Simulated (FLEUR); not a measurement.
Input of a FLEUR MaX-R8.1 (later development tree) run:

File inp.xml:

```xml
<?xml version="1.0" encoding="UTF-8" standalone="no"?>
<fleurInput fleurInputVersion="0.39">
   <comment>
      SnSe                                                                                                
   </comment>
   <calculationSetup>
      <cutoffs Kmax="4.1" Gmax="12.7" GmaxXC="12.7" numbands="0"/>
      <scfLoop itmax="60" minDistance="0.00001" maxIterBroyd="15" imix="Anderson" alpha="0.05" precondParam="0.0" spinf="2.0" sdNocoIR="T"/>
      <coreElectrons ctail="F" frcor="F" kcrel="0" coretail_lmax="0"/>
      <xcFunctional name="LibXC" relativisticCorrections="F">
         <LibXCName exchange="mgga_x_scan" correlation="mgga_c_scan"/>
         <AuxGGA exchange="117" correlation="130"/>
      </xcFunctional>
      <magnetism jspins="1"/>
      <soc l_soc="F" theta="0.0" phi="0.0" spav="F"/>
      <expertModes spex="0" secvar="F"/>
      <geometryOptimization l_f="F" forcealpha="1.0" forcemix="BFGS" epsdisp="0.00001" epsforce="0.00001"/>
      <ldaU l_linMix="F" mixParam="0.05" spinf="1.0"/>
   </calculationSetup>
   <cell>
      <bzIntegration valenceElectrons="38.0" mode="hist" fermiSmearingEnergy="0.00183747">
         <kPointListSelection listName="default-1"/>
         <!-- k-points included here -->
         <xi:include xmlns:xi="http://www.w3.org/2001/XInclude" href="kpts.xml"> </xi:include>
      </bzIntegration>
      <!-- symmetry operations included here -->
      <xi:include xmlns:xi="http://www.w3.org/2001/XInclude" href="sym.xml"> </xi:include>
      <bulkLattice scale="1.0">
         <bravaisMatrix>
            <row-1>    0.0000000000000000     5.6880756350459993     5.6880756350459993</row-1>
            <row-2>    5.6880756350459993     0.0000000000000000     5.6880756350459993</row-2>
            <row-3>    5.6880756350459993     5.6880756350459993     0.0000000000000000</row-3>
         </bravaisMatrix>
      </bulkLattice>
   </cell>
   <atomSpecies>
      <species name="Tin (Sn)" element="Sn" atomicNumber="50">
         <mtSphere radius="2.66" gridPoints="879" logIncrement="0.015"/>
         <atomicCutoffs lmax="11" lnonsphr="8"/>
         <electronConfig flipSpins="F">
            <coreConfig>(1s1/2) (2s1/2) (2p1/2) (2p3/2) (3s1/2) (3p1/2) (3p3/2) (3d3/2) (3d5/2)</coreConfig>
            <valenceConfig>(4s1/2) (4p1/2) (4p3/2) (5s1/2) (4d3/2) (4d5/2) (5p1/2) (5p3/2)</valenceConfig>
            <stateOccupation state="(5p1/2)" spinUp="0.333333" spinDown="0.333333"/>
            <stateOccupation state="(5p3/2)" spinUp="0.666667" spinDown="0.666667"/>
         </electronConfig>
         <energyParameters s="5" p="5" d="4" f="4"/>
         <lo type="SCLO" l="0" n="4" eDeriv="0"/>
         <lo type="SCLO" l="1" n="4" eDeriv="0"/>
         <lo type="SCLO" l="1" n="4" eDeriv="1"/>
         <lo type="SCLO" l="2" n="4" eDeriv="2"/>
         <lo type="SCLO" l="3" n="4" eDeriv="2"/>
      </species>
      <species name="Selenium (Se)" element="Se" atomicNumber="34">
         <mtSphere radius="2.56" gridPoints="847" logIncrement="0.015"/>
         <atomicCutoffs lmax="10" lnonsphr="8"/>
         <electronConfig flipSpins="F">
            <coreConfig>(1s1/2) (2s1/2) (2p1/2) (2p3/2) (3s1/2) (3p1/2) (3p3/2)</coreConfig>
            <valenceConfig>(3d3/2) (3d5/2) (4s1/2) (4p1/2) (4p3/2)</valenceConfig>
            <stateOccupation state="(4p1/2)" spinUp="0.666667" spinDown="0.666667"/>
            <stateOccupation state="(4p3/2)" spinUp="1.333333" spinDown="1.333333"/>
         </electronConfig>
         <energyParameters s="4" p="4" d="4" f="4"/>
         <lo type="SCLO" l="2" n="3" eDeriv="0"/>
         <lo type="SCLO" l="0" n="4" eDeriv="2"/>
         <lo type="SCLO" l="1" n="4" eDeriv="2"/>
         <lo type="SCLO" l="3" n="4" eDeriv="2"/>
      </species>
   </atomSpecies>
   <atomGroups>
      <atomGroup species="Tin (Sn)">
         <relPos label="                   1">.0000000000 .0000000000 .0000000000</relPos>
         <force calculate="T" relaxXYZ="TTT"/>
      </atomGroup>
      <atomGroup species="Selenium (Se)">
         <relPos label="                   2">1.000/2.000 1.000/2.000 1.000/2.000</relPos>
         <force calculate="T" relaxXYZ="TTT"/>
      </atomGroup>
   </atomGroups>
   <output dos="F" band="F" slice="F">
      <checks vchk="F" cdinf="F"/>
      <bandDOS minEnergy="-.5*Htr" maxEnergy="0.5*Htr" sigma="0.015" storeEVData="T"/>
      <vacuumDOS vacdos="F" integ="F" star="F" nstars="0" locx1="0.0" locy1="0.0" locx2="0.0" locy2="0.0" nstm="0" tworkf="0.0"/>
      <unfoldingBand unfoldBand="F" supercellX="1" supercellY="1" supercellZ="1"/>
      <plotting iplot="0" polar="F">
         <plot TwoD="T" vec1="  1.0  0.0  0.0" vec2="  0.0  1.0  0.0" vec3="  0.0  0.0  1.0" zero="  0.0  0.0  0.0" file="plot"/>
      </plotting>
      <chargeDensitySlicing numkpt="0" minEigenval="0.0" maxEigenval="0.0" nnne="0" pallst="F"/>
      <specialOutput eonly="F"/>
      <moessbauerParams electricFieldGradient="T" isomerShift="T" coreHyperfine="T" valenceHyperfine="T"/>
      <magneticCircularDichroism mcd="F" energyLo="-10.0" energyUp="0.0"/>
   </output>
  <!-- We include the file relax.xml here to enable relaxations (see documentation) -->
  <xi:include xmlns:xi="http://www.w3.org/2001/XInclude" href="relax.xml"> <xi:fallback/> </xi:include>
</fleurInput>
```

Contents of crystal.txt:

```
SnSe
&input cartesian=F /
0.0000000000  3.0100000000  3.0100000000
3.0100000000  0.0000000000  3.0100000000
3.0100000000  3.0100000000  0.0000000000
1.8897261246
1.0 1.0 1.0

2
50 0.0000000000  0.0000000000  0.0000000000
34 0.5000000000  0.5000000000  0.5000000000

&kpt div1=8 div2=8 div3=8 gamma=T /
```

inp.xml (bands)

```
<?xml version="1.0" encoding="UTF-8" standalone="no"?>
<fleurInput fleurInputVersion="0.39">
   <comment>
      SnSe                                                                                                
   </comment>
   <calculationSetup>
      <cutoffs Kmax="4.1" Gmax="12.7" GmaxXC="12.7" numbands="0"/>
      <scfLoop itmax="60" minDistance="0.00001" maxIterBroyd="15" imix="Anderson" alpha="0.05" precondParam="0.0" spinf="2.0" sdNocoIR="T"/>
      <coreElectrons ctail="F" frcor="F" kcrel="0" coretail_lmax="0"/>
      <xcFunctional name="LibXC" relativisticCorrections="F">
         <LibXCName exchange="mgga_x_scan" correlation="mgga_c_scan"/>
         <AuxGGA exchange="117" correlation="130"/>
      </xcFunctional>
      <magnetism jspins="1"/>
      <soc l_soc="F" theta="0.0" phi="0.0" spav="F"/>
      <expertModes spex="0" secvar="F"/>
      <geometryOptimization l_f="F" forcealpha="1.0" forcemix="BFGS" epsdisp="0.00001" epsforce="0.00001"/>
      <ldaU l_linMix="F" mixParam="0.05" spinf="1.0"/>
   </calculationSetup>
   <cell>
      <bzIntegration valenceElectrons="38.0" mode="hist" fermiSmearingEnergy="0.00183747">
         <kPointListSelection listName="path-1"/>
         <!-- k-points included here -->
         <xi:include xmlns:xi="http://www.w3.org/2001/XInclude" href="kpts.xml"> </xi:include>
      </bzIntegration>
      <!-- symmetry operations included here -->
      <xi:include xmlns:xi="http://www.w3.org/2001/XInclude" href="sym.xml"> </xi:include>
      <bulkLattice scale="1.0">
         <bravaisMatrix>
            <row-1>    0.0000000000000000     5.6880756350459993     5.6880756350459993</row-1>
            <row-2>    5.6880756350459993     0.0000000000000000     5.6880756350459993</row-2>
            <row-3>    5.6880756350459993     5.6880756350459993     0.0000000000000000</row-3>
         </bravaisMatrix>
      </bulkLattice>
   </cell>
   <atomSpecies>
      <species name="Tin (Sn)" element="Sn" atomicNumber="50">
         <mtSphere radius="2.66" gridPoints="879" logIncrement="0.015"/>
         <atomicCutoffs lmax="11" lnonsphr="8"/>
         <electronConfig flipSpins="F">
            <coreConfig>(1s1/2) (2s1/2) (2p1/2) (2p3/2) (3s1/2) (3p1/2) (3p3/2) (3d3/2) (3d5/2)</coreConfig>
            <valenceConfig>(4s1/2) (4p1/2) (4p3/2) (5s1/2) (4d3/2) (4d5/2) (5p1/2) (5p3/2)</valenceConfig>
            <stateOccupation state="(5p1/2)" spinUp="0.333333" spinDown="0.333333"/>
            <stateOccupation state="(5p3/2)" spinUp="0.666667" spinDown="0.666667"/>
         </electronConfig>
         <energyParameters s="5" p="5" d="4" f="4"/>
         <lo type="SCLO" l="0" n="4" eDeriv="0"/>
         <lo type="SCLO" l="1" n="4" eDeriv="0"/>
         <lo type="SCLO" l="1" n="4" eDeriv="1"/>
         <lo type="SCLO" l="2" n="4" eDeriv="2"/>
         <lo type="SCLO" l="3" n="4" eDeriv="2"/>
      </species>
      <species name="Selenium (Se)" element="Se" atomicNumber="34">
         <mtSphere radius="2.56" gridPoints="847" logIncrement="0.015"/>
         <atomicCutoffs lmax="10" lnonsphr="8"/>
         <electronConfig flipSpins="F">
            <coreConfig>(1s1/2) (2s1/2) (2p1/2) (2p3/2) (3s1/2) (3p1/2) (3p3/2)</coreConfig>
            <valenceConfig>(3d3/2) (3d5/2) (4s1/2) (4p1/2) (4p3/2)</valenceConfig>
            <stateOccupation state="(4p1/2)" spinUp="0.666667" spinDown="0.666667"/>
            <stateOccupation state="(4p3/2)" spinUp="1.333333" spinDown="1.333333"/>
         </electronConfig>
         <energyParameters s="4" p="4" d="4" f="4"/>
         <lo type="SCLO" l="2" n="3" eDeriv="0"/>
         <lo type="SCLO" l="0" n="4" eDeriv="2"/>
         <lo type="SCLO" l="1" n="4" eDeriv="2"/>
         <lo type="SCLO" l="3" n="4" eDeriv="2"/>
      </species>
   </atomSpecies>
   <atomGroups>
      <atomGroup species="Tin (Sn)">
         <relPos label="                   1">.0000000000 .0000000000 .0000000000</relPos>
         <force calculate="T" relaxXYZ="TTT"/>
      </atomGroup>
      <atomGroup species="Selenium (Se)">
         <relPos label="                   2">1.000/2.000 1.000/2.000 1.000/2.000</relPos>
         <force calculate="T" relaxXYZ="TTT"/>
      </atomGroup>
   </atomGroups>
   <output dos="F" band="T" slice="F">
      <checks vchk="F" cdinf="F"/>
      <bandDOS minEnergy="-.5*Htr" maxEnergy="0.5*Htr" sigma="0.015" storeEVData="T"/>
      <vacuumDOS vacdos="F" integ="F" star="F" nstars="0" locx1="0.0" locy1="0.0" locx2="0.0" locy2="0.0" nstm="0" tworkf="0.0"/>
      <unfoldingBand unfoldBand="F" supercellX="1" supercellY="1" supercellZ="1"/>
      <plotting iplot="0" polar="F">
         <plot TwoD="T" vec1="  1.0  0.0  0.0" vec2="  0.0  1.0  0.0" vec3="  0.0  0.0  1.0" zero="  0.0  0.0  0.0" file="plot"/>
      </plotting>
      <chargeDensitySlicing numkpt="0" minEigenval="0.0" maxEigenval="0.0" nnne="0" pallst="F"/>
      <specialOutput eonly="F"/>
      <moessbauerParams electricFieldGradient="T" isomerShift="T" coreHyperfine="T" valenceHyperfine="T"/>
      <magneticCircularDichroism mcd="F" energyLo="-10.0" energyUp="0.0"/>
   </output>
  <!-- We include the file relax.xml here to enable relaxations (see documentation) -->
  <xi:include xmlns:xi="http://www.w3.org/2001/XInclude" href="relax.xml"> <xi:fallback/> </xi:include>
</fleurInput>
```

Potentials or basis: all-electron, FLAPW.

Run with:

```console
$ inpgen -f crystal.txt -profile fastHighL
$ # inp.xml edited to the form shown
$ fleur_MPI
$ fleur_MPI   # second run, on inp.xml (bands)
```

Question: Estimate the band gap on the k mesh.

Answer: 0.44 eV, direct.

Question: Predict the band gap along the path.

Answer: 0.23 eV, indirect (least direct gap 0.29 eV).

Core levels (eV from the Fermi level):
| atom | levels |
| --- | --- |
| 1 Sn | 1s1/2 -28993.3, 2s1/2 -4372.4, 2p1/2 -4083.3, 2p3/2 -3852.7, 3s1/2 -840.6, 3p1/2 -723.3, 3p3/2 -681.2, 3d3/2 -474.1, 3d5/2 -465.4 |
| 2 Se | 1s1/2 -12496.4, 2s1/2 -1600.9, 2p1/2 -1435.2, 2p3/2 -1393.5, 3s1/2 -207.9, 3p1/2 -151.3, 3p3/2 -145.4 |

Caveat: the meta-GGA is that of a development version, with a GGA for the radial functions and cores and without core tails; spin-orbit coupling is left out, which moves the levels of the heavy elements; the mesh misses the band edges, which the band path finds closer together.
